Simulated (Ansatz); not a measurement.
# SnO2 monolayer (1T) under uniaxial strain along the armchair direction, normal to a, with the width clamped

Aim: how do the optical modes of SnO2 monolayer (1T) shift and split under this strain?

Calculated with Ansatz 0.2.0; DFT PBE, scalar-relativistic, plane waves, PAW; PAW set soft_1.

### 1. Set-up

The cell holds 3 atoms: 1 Sn and 2 O. Cell: a = 3.320 Å, b = 3.320 Å, c = 28.308 Å, α = 90.0°, β = 90.0°, γ = 120.0°. Vacuum lies along c. The height across the vacuum is the one that the program set for its solve, not the one typed.

### 2. A rough relaxation first

A rough relaxation comes first, because large forces or stress need no tight tolerances yet. The program lengthens the typed cell of 20.0 Å along the normal to 28.3 Å, as its cut-off of the electrostatics needs, and moves no atom.

File input.yaml:

```yaml
crystal:
  lattice:
    - [3.32, 0.0, 0.0]
    - [-1.66, 2.8752, 0.0]
    - [0.0, 0.0, 20.0]
  atoms:
    - { symbol: Sn, position: [0.0, 0.0, 0.5] }
    - { symbol: O, position: [0.333333, 0.666667, 0.55635] }
    - { symbol: O, position: [0.666667, 0.333333, 0.44365] }
  periodic: [true, true, false]
kpoints:
  mp_grid: { grid: [9, 9, 1] }
hamiltonian:
  xc: pbe
  pseudopotentials: { kind: paw, azcp: { folder: soft_1 } }
scf:
  occupations: { method: gaussian, width: 0.1 }
output:
  forces: true
  stress: true
  eigenvalues: true
relax:
  adjacent_minimum: "off"
  f_tol: 0.05
  max_steps: 80
  cell: { stress_2d_tol: 0.02 }
```

Run with:

```
$ ansatz run input.yaml --threads 4 --pin off --max-ram 16384MiB --backend cpu --events-out ev --progress --plain --runs-dir out
```

Numbers of over 12 decimals in the logs are rounded to 6 here.

The program printed:

```text
[...]
F+E_penalty+E_count = -7158.61406182 eV   max|allowed force component| = 4.226e-4 eV/Å   (the final SCF, on the basis selected at the relaxed cell)
  cell:  # Å, volume = 255.3362 Å³
    - [3.227277, 0.0, 0.0]
    - [-1.613639, 2.794904, 0.0]
    - [0.0, 0.0, 28.308]
  atoms:
    - { symbol: Sn, position: [0, 0, 0.353257] }
    - { symbol: O, position: [0.333333, 0.666667, 0.388984] }
    - { symbol: O, position: [0.666667, 0.333333, 0.317530] }
[key lines of the parts left out:]
SCF converged after 6 iterations
Free energy (F): -7158.614062 eV
Fermi energy:    -7.011800 eV
P = ½ c Tr σ = -0.0014 N/m
```

Wall time 8.3 s (4 threads of Arm Neoverse V2, shared host); peak memory 0.51 GiB.

The steps of the relaxation:

| step | energy less that of the first step (eV) | largest force component (eV/Å) | volume (Å³) |
| --- | --- | --- | --- |
| 1 | 0.0000 | 1.6935 | 270.22 |
| 2 | -0.2911 | 0.5404 | 265.17 |
| 3 | -0.3466 | 0.0027 | 257.20 |
| 4 | -0.3481 | 0.0080 | 255.34 |
| 5 | -0.3480 | 0.0001 | 255.60 |
| 6* | -0.3450 | 0.0000 | 255.60 |
| 7 | -0.3451 | 0.0004 | 255.34 |
| 8* | -0.3450 | 0.0004 | 255.34 |

Relaxation steps marked * repeat the geometry before them on a plane-wave basis chosen anew for their cell, so energy and pressure can jump there.

Forces are held to the 12 operations that the run works with; a distortion that breaks them can't arise in this run.

| cell as run | before | after | change |
| --- | --- | --- | --- |
| a (Å) | 3.320 | 3.227 | -2.8 % |
| b (Å) | 3.320 | 3.227 | -2.8 % |

The atoms that moved most (Å, along periodic axes as changes of fractional coordinates times the final cell, across vacuum about the mean position):

| atom | dx | dy | dz | length |
| --- | --- | --- | --- | --- |
| O3 | 0.000 | 0.000 | 0.116 | 0.116 |
| O2 | 0.000 | 0.000 | -0.116 | 0.116 |

Final coordinates:

```xyz
3
Lattice="3.2273 0.0000 0.0000 -1.6136 2.7949 0.0000 0.0000 0.0000 28.3080" Properties=species:S:1:pos:R:3
Sn    0.0000    0.0000   10.0000
O     0.0000    1.8633   11.0114
O     1.6136    0.9316    8.9886
```

Numbers from this step:

```yaml
gap_on_the_k_mesh: 2.620 eV
area_per_atom: 3.007 Å²
```

The relaxation ends with a largest force component of 4.2e-4 eV/Å.

### 3. Bringing the structure to rest

Harmonic phonons are second derivatives at a point where the forces vanish, and they are wanted at zero stress, so atoms and cell are relaxed first.

File input.yaml:

```yaml
crystal:
  lattice:
    - [3.2272770113, 0.0, 0.0]
    - [-1.6136385057, 2.7949038768, 0.0]
    - [0.0, 0.0, 28.308]
  atoms:
    - { symbol: Sn, position: [0.0, 0.0, 0.3532570298] }
    - { symbol: O, position: [0.3333333333, 0.6666666667, 0.3889838098] }
    - { symbol: O, position: [0.6666666667, 0.3333333333, 0.3175302498] }
  periodic: [true, true, false]
kpoints:
  mp_grid: { grid: [9, 9, 1] }
hamiltonian:
  xc: pbe
  pseudopotentials: { kind: paw, azcp: { folder: soft_1 } }
scf:
  occupations: { method: gaussian, width: 0.02 }
output:
  forces: true
  stress: true
  eigenvalues: true
  write_density: true
  write_potential: true
  elf: true
  volumetric_format: npy
relax:
  adjacent_minimum: "off"
  f_tol: 0.005
  max_steps: 80
  cell: { stress_2d_tol: 0.02 }
```

The program printed:

```text
[...]
Crystal: 3 atoms, lattice volume = 255.336 Å³
Basis set: ecut = 420 eV, 5075 PW (Γ), exchange–correlation on 48×48×384 points (8 copies of the dense FFT grid, shifted against one another)
Bands: 17, of which v1, the nominal top of the filled ones, is band 13 counted from 1 (12 counted from 0)
Symmetry: 12 space group operations
[...]
k-points: 12 of 81
[...]
SCF iter   1: F=—  HF=-7161.563093 eV  |F-HF|=—  |Δ(HF+E_count)|=         —  Δρ=6.24e-2  dr2=1.06e1  ethr=3.10e-3  ⟨swp⟩=13.3  Hψ=1833  notcnv=0
[...]
SCF iter   8: F=-7158.614062 eV  HF=-7158.614062 eV  |F-HF|=5.00e-9  |Δ(HF+E_count)|=   6.48e-8  Δρ=2.31e-6  dr2=8.29e-9  ethr=3.85e-10  ⟨swp⟩=22.7  Hψ=2652  notcnv=0
SCF 1 converged in 8 iterations: F = -7158.614062 eV  dr2 = 8.29e-9
[...]
relax step   1: F+E_penalty+E_count = -7158.61406182 eV  Δ(F+E_penalty+E_count) = +0.000e0 eV  max|allowed force component| = 4.158e-4 eV/Å  Δτ_max = 0.0000 Å  P = -0.001 N/m  Ω = 255.336 Å³  fix = [c, alpha, beta]  reactions: c +0.000 N/m  (8 SCF iters, dr2 threshold 1.00e-7 eV, accepted)
[...]
SCF iter   6: F=-7158.614062 eV  HF=-7158.614062 eV  |F-HF|=1.09e-11  |Δ(HF+E_count)|=  1.91e-11  Δρ=2.21e-8  dr2=1.38e-12  ethr=1.00e-12  ⟨swp⟩=12.2  Hψ=1734  notcnv=0
SCF 2 converged in 6 iterations: F = -7158.614062 eV  dr2 = 1.38e-12
relax step   2: F+E_penalty+E_count = -7158.61406182 eV  Δ(F+E_penalty+E_count) = -1.012e-9 eV  max|allowed force component| = 4.223e-4 eV/Å  Δτ_max = 0.0000 Å  P = -0.001 N/m  Ω = 255.336 Å³  fix = [c, alpha, beta]  reactions: c +0.000 N/m  stress off target by 1.36e-3 N/m on what of the cell is left free  SCF on the basis re-selected at this cell (its energy is not comparable with the rows above)  (6 SCF iters)
basis re-selected at this cell: Δ(F+E_penalty+E_count) = -1.012e-9 eV, ΔP = -0.000 N/m vs the last step (what re-selecting the basis moved, of the pressure what is left beyond the Pulay correction that the steps carried, after the strain that the cell walked since its last selection, with what the two solves' SCF thresholds leave and, on support functions, any second-order correction that the steps lacked; it is no m [...]
SCF converged after 6 iterations
Free energy (F): -7158.614062 eV
[...]
Internal energy: -7158.614062 eV  (E = F + TS)
E sigma→0 (E₀):  -7158.614062 eV
Fermi energy:    -7.015090 eV
[...]
--- Forces (eV/Å), atoms counted from 1 ---
  atom   1  Sn     0.00000000     0.00000000     0.00000000
  atom   2  O     -0.00000000     0.00000000     0.00042225
  atom   3  O      0.00000000    -0.00000000    -0.00042225
  max |Σ_I F_I| component: 9.25e-18 eV/Å
--- 2D stress c σ (N/m, compression-positive) ---
       -0.001361       0.000000       0.000000
        0.000000      -0.001361       0.000000
        0.000000       0.000000       0.000000
  P = ½ c Tr σ = -0.0014 N/m
--- Band table (eV; the first three rows and the last of 12) ---
  k-point 0: bands = [... 9 lower, -9.4739, -9.0372, -9.0372, -8.8768, -5.7053, -2.5570, -0.2211, -0.2086]
  k-point 1: bands = [... 9 lower, -9.7819, -9.3346, -8.9013, -8.6206, -5.1253, -2.1376, -0.0420, 0.0377]
  k-point 2: bands = [... 9 lower, -10.3243, -9.5471, -8.7747, -8.4941, -4.0110, -1.3569, 0.3685, 0.7739]
  k-point 11: bands = [... 9 lower, -11.8020, -10.8394, -8.4613, -8.4613, -2.0804, 1.4935, 1.9906, 1.9906]
--- Relaxed structure (1 steps of the walk, 1 accepted, 1 SCFs on fresh bases) ---
[...]
cell:  # Å, volume = 255.3362 Å³
    - [3.227277, 2.8867585863781498e-11, 0.0]
    - [-1.613639, 2.794904, 0.0]
    - [0.0, 0.0, 28.308]
  atoms:
    - { symbol: Sn, position: [0.0, 0.0, 0.353257] }
    - { symbol: O, position: [0.333333, 0.666667, 0.388984] }
    - { symbol: O, position: [0.666667, 0.333333, 0.317530] }
```

The job ended after 2.6 s (4 threads; peak memory 0.51 GiB; 8.9 s of CPU time).

Little changed from the start: no atom moved by 0.005 Å and no cell edge by 0.1 %.

Electrostatic potential energy in the ac plane at fractional y = 0.000, with atoms of Sn within 0.2 Å of it. With pseudopotentials it is smooth inside the atoms' cores, unlike the true potential.

Values in eV, 24 rows by 14 columns, each cell a mean:
```
  0   0   0   0   0   0   0   0   0   0   0   0   0   0
  0   0   0   0   0   0   0   0   0   0   0   0   0   0
  0   0   0   0   0   0   0   0   0   0   0   0   0   0
  0   0   0   0   0   0   0   0   0   0   0   0   0   0
  0   0   0   0   0   0   0   0   0   0   0   0   0   0
  0   0   0   0   0   0   0   0   0   0   0   0   0   0
  0   0   0   0   0   0   0   0   0   0   0   0   0   0
  0   0   0   0   0   0   0   0   0   0   0   0   0   0
  0   0   0   0   0   0   0   0   0   0   0   0   0   0
  0   0   0   0   0   0   0   0   0   0   0   0   0   0
  0   0   0   0   0   0   0   0   0   0   0   0   0   0
  0   0   0   0   0   0   0   0   0   0   0   0   0   0
  0   0   0   0   0   0   0   0   0   0   0   0   0   0
 -1  -1  -1  -1  -1   0   0   0   0   0  -1  -1  -1  -1
-13 -13 -12 -10  -7  -5  -4  -4  -4  -5  -8 -10 -12 -13
 -5  -9 -16 -19 -18 -11  -7  -6  -8 -12 -19 -19 -15  -8
-11 -11 -10  -8  -5  -4  -3  -3  -4  -4  -6  -8 -10 -11
 -1  -1  -1  -1   0   0   0   0   0   0   0  -1  -1  -1
  0   0   0   0   0   0   0   0   0   0   0   0   0   0
  0   0   0   0   0   0   0   0   0   0   0   0   0   0
  0   0   0   0   0   0   0   0   0   0   0   0   0   0
  0   0   0   0   0   0   0   0   0   0   0   0   0   0
  0   0   0   0   0   0   0   0   0   0   0   0   0   0
  0   0   0   0   0   0   0   0   0   0   0   0   0   0
```
Columns run along a (3.2 Å; values clipped at the 3rd and 97th percentile), rows up along c (28.3 Å). Atoms in or near the plane, at fractional coordinates: Sn at (0.00, 0.35).

ELF in the ac plane at fractional y = 0.000, with atoms of Sn within 0.2 Å of it. It is the smooth field of the valence electrons, not physical close to the nuclei.

Ten even steps from '0' (0.00) to '9' (0.53), each cell a mean:
```
00000000000000000
00000000000000000
00000000000000000
00000000000000000
00000000000000000
00000000000000000
00000000000000000
00000000000000000
00000000000000000
00000000000000000
00000000000000000
00000000000000000
00000000000000000
00000123333210000
22223579999753222
00023333333333200
22223579999753222
00000112222110000
00000000000000000
00000000000000000
00000000000000000
00000000000000000
00000000000000000
00000000000000000
```
Columns run along a (3.2 Å), rows up along c (28.3 Å). Atoms in or near the plane, at fractional coordinates: Sn at (0.00, 0.35).

Valence density in the ac plane at fractional y = 0.000, with atoms of Sn within 0.2 Å of it. It is the smooth field of the valence electrons, not physical close to the nuclei.

Ten steps, logarithmic in the rise over the least value, from '0' (0.00 × 1e0 e/Å³) to '9' (9.12 × 1e0 e/Å³), each cell a mean:
```
00000000000000000
00000000000000000
00000000000000000
00000000000000000
00000000000000000
00000000000000000
00000000000000000
00000000000000000
00000000000000000
00000000000000000
00000000000000000
00000000000000000
00000000000000000
00000000000000000
54432223333222344
99875332222335789
33322222332222233
00000000000000000
00000000000000000
00000000000000000
00000000000000000
00000000000000000
00000000000000000
00000000000000000
```
Columns run along a (3.2 Å), rows up along c (28.3 Å). Atoms in or near the plane, at fractional coordinates: Sn at (0.00, 0.35).

### 4. Tight relaxation

Phonons need small forces and stress, so the relaxation is finished with tight tolerances on 9×9×1 k points.

input.yaml, as its differences from that of step 3:

```diff
@@ -16,3 +16,3 @@
 scf:
-  occupations: { method: gaussian, width: 0.02 }
+  occupations: { method: fixed }
 output:
@@ -27,4 +27,4 @@
   adjacent_minimum: "off"
-  f_tol: 0.005
-  max_steps: 80
-  cell: { stress_2d_tol: 0.02 }
+  f_tol: 0.001
+  max_steps: 60
+  cell: { stress_2d_tol: 0.002 }
```

The program printed:

```text
[...]
Crystal: 3 atoms, lattice volume = 255.336 Å³
Basis set: ecut = 420 eV, 5075 PW (Γ), exchange–correlation on 48×48×384 points (8 copies of the dense FFT grid, shifted against one another)
Bands: 17, of which v1, the nominal top of the filled ones, is band 13 counted from 1 (12 counted from 0)
Symmetry: 12 space group operations
[...]
k-points: 12 of 81
[...]
--- Relaxed structure (1 steps of the walk, 1 accepted, 1 SCFs on fresh bases) ---
[...]
cell:  # Å, volume = 255.3362 Å³
    - [3.227277, 2.8867585863781498e-11, 0.0]
    - [-1.613639, 2.794904, 0.0]
    - [0.0, 0.0, 28.308]
  atoms:
    - { symbol: Sn, position: [0.0, 0.0, 0.353257] }
    - { symbol: O, position: [0.333333, 0.666667, 0.388984] }
    - { symbol: O, position: [0.666667, 0.333333, 0.317530] }
[key lines of the parts left out:]
SCF converged after 9 iterations
Free energy (F): -7158.614062 eV
Fermi energy:    -8.325157 eV
P = ½ c Tr σ = -0.0014 N/m
```

Wall time 3 s (4 threads); peak memory 0.51 GiB; 11 s of CPU time.

Little changed from the start: no atom moved by 0.005 Å and no cell edge by 0.1 %.

Valence density in the ac plane at fractional y = 0.000, with atoms of Sn within 0.2 Å of it. It is the smooth field of the valence electrons, not physical close to the nuclei.

Ten steps, logarithmic in the rise over the least value, from '_' (0.00 × 1e0 e/Å³) to '@' (9.12 × 1e0 e/Å³), each cell a mean:
```
__________________________________
__________________________________
__________________________________
__________________________________
__________________________________
__________________________________
__________________________________
__________________________________
__________________________________
__________________________________
__________________________________
__________________________________
__________________________________
__________________________________
++====--::::::--------::::::--====
@@@@%%##++----::::::::----++##%%@@
------::::::::::----::::::::::----
__________________________________
__________________________________
__________________________________
__________________________________
__________________________________
__________________________________
__________________________________
```
Columns run along a (3.2 Å), rows up along c (28.3 Å). Atoms in or near the plane, at fractional coordinates: Sn at (0.00, 0.35).

ELF in the ac plane at fractional y = 0.000, with atoms of Sn within 0.2 Å of it. It is the smooth field of the valence electrons, not physical close to the nuclei.

Values, 24 rows by 14 columns, each cell a mean:
```
0.00 0.00 0.00 0.00 0.00 0.00 0.00 0.00 0.00 0.00 0.00 0.00 0.00 0.00
0.00 0.00 0.00 0.00 0.00 0.00 0.00 0.00 0.00 0.00 0.00 0.00 0.00 0.00
0.00 0.00 0.00 0.00 0.00 0.00 0.00 0.00 0.00 0.00 0.00 0.00 0.00 0.00
0.00 0.00 0.00 0.00 0.00 0.00 0.00 0.00 0.00 0.00 0.00 0.00 0.00 0.00
0.00 0.00 0.00 0.00 0.00 0.00 0.00 0.00 0.00 0.00 0.00 0.00 0.00 0.00
0.00 0.00 0.00 0.00 0.00 0.00 0.00 0.00 0.00 0.00 0.00 0.00 0.00 0.00
0.00 0.00 0.00 0.00 0.00 0.00 0.00 0.00 0.00 0.00 0.00 0.00 0.00 0.00
0.00 0.00 0.00 0.00 0.00 0.00 0.00 0.00 0.00 0.00 0.00 0.00 0.00 0.00
0.00 0.00 0.00 0.00 0.00 0.00 0.00 0.00 0.00 0.00 0.00 0.00 0.00 0.00
0.00 0.00 0.00 0.00 0.00 0.00 0.00 0.00 0.00 0.00 0.00 0.00 0.00 0.00
0.00 0.00 0.00 0.00 0.00 0.00 0.00 0.00 0.00 0.00 0.00 0.00 0.00 0.00
0.00 0.00 0.00 0.00 0.00 0.00 0.00 0.00 0.00 0.00 0.00 0.00 0.00 0.00
0.00 0.00 0.00 0.00 0.00 0.00 0.01 0.01 0.01 0.00 0.00 0.00 0.00 0.00
0.01 0.01 0.02 0.03 0.08 0.14 0.19 0.20 0.18 0.12 0.07 0.03 0.02 0.01
0.13 0.14 0.15 0.18 0.27 0.42 0.50 0.53 0.50 0.39 0.25 0.17 0.14 0.14
0.02 0.03 0.09 0.17 0.19 0.19 0.21 0.21 0.21 0.19 0.19 0.16 0.08 0.03
0.12 0.13 0.13 0.16 0.27 0.42 0.51 0.53 0.50 0.39 0.24 0.15 0.13 0.13
0.01 0.01 0.01 0.02 0.05 0.10 0.14 0.15 0.13 0.09 0.05 0.02 0.01 0.01
0.00 0.00 0.00 0.00 0.00 0.00 0.00 0.00 0.00 0.00 0.00 0.00 0.00 0.00
0.00 0.00 0.00 0.00 0.00 0.00 0.00 0.00 0.00 0.00 0.00 0.00 0.00 0.00
0.00 0.00 0.00 0.00 0.00 0.00 0.00 0.00 0.00 0.00 0.00 0.00 0.00 0.00
0.00 0.00 0.00 0.00 0.00 0.00 0.00 0.00 0.00 0.00 0.00 0.00 0.00 0.00
0.00 0.00 0.00 0.00 0.00 0.00 0.00 0.00 0.00 0.00 0.00 0.00 0.00 0.00
0.00 0.00 0.00 0.00 0.00 0.00 0.00 0.00 0.00 0.00 0.00 0.00 0.00 0.00
```
Columns run along a (3.2 Å), rows up along c (28.3 Å). Atoms in or near the plane, at fractional coordinates: Sn at (0.00, 0.35).

Electrostatic potential energy in the ac plane at fractional y = 0.000, with atoms of Sn within 0.2 Å of it. With pseudopotentials it is smooth inside the atoms' cores, unlike the true potential.

Ten even steps from '_' (-19 eV) to '@' (0 eV), each cell a mean:
```
@@@@@@@@@@@@@@@@@@@@@@@@@@@@@@@@@@
@@@@@@@@@@@@@@@@@@@@@@@@@@@@@@@@@@
@@@@@@@@@@@@@@@@@@@@@@@@@@@@@@@@@@
@@@@@@@@@@@@@@@@@@@@@@@@@@@@@@@@@@
@@@@@@@@@@@@@@@@@@@@@@@@@@@@@@@@@@
@@@@@@@@@@@@@@@@@@@@@@@@@@@@@@@@@@
@@@@@@@@@@@@@@@@@@@@@@@@@@@@@@@@@@
@@@@@@@@@@@@@@@@@@@@@@@@@@@@@@@@@@
@@@@@@@@@@@@@@@@@@@@@@@@@@@@@@@@@@
@@@@@@@@@@@@@@@@@@@@@@@@@@@@@@@@@@
@@@@@@@@@@@@@@@@@@@@@@@@@@@@@@@@@@
@@@@@@@@@@@@@@@@@@@@@@@@@@@@@@@@@@
@@@@@@@@@@@@@@@@@@@@@@@@@@@@@@@@@@
@@@@@@@@@@@@@@@@@@@@@@@@@@@@@@@@@@
------==++**############**++==----
##**::______--++****++--______::**
======++**####%%%%%%%%####**++====
@@@@@@@@@@@@@@@@@@@@@@@@@@@@@@@@@@
@@@@@@@@@@@@@@@@@@@@@@@@@@@@@@@@@@
@@@@@@@@@@@@@@@@@@@@@@@@@@@@@@@@@@
@@@@@@@@@@@@@@@@@@@@@@@@@@@@@@@@@@
@@@@@@@@@@@@@@@@@@@@@@@@@@@@@@@@@@
@@@@@@@@@@@@@@@@@@@@@@@@@@@@@@@@@@
@@@@@@@@@@@@@@@@@@@@@@@@@@@@@@@@@@
```
Columns run along a (3.2 Å; values clipped at the 3rd and 97th percentile), rows up along c (28.3 Å). Atoms in or near the plane, at fractional coordinates: Sn at (0.00, 0.35).

The largest force component left is 0.42 meV/Å, within the tolerances set.

(Continued in part 2 of 2.)

[Logs are printed without paths, hosts, clocks, repeated set-up lines and the standing remarks that a program may print on its own settings, such as how far it seeks lower states.]

[Hosts, paths, dates, database ids (printed as entryN), source tags and the programs' standing remarks are cut or masked in the printed files.]
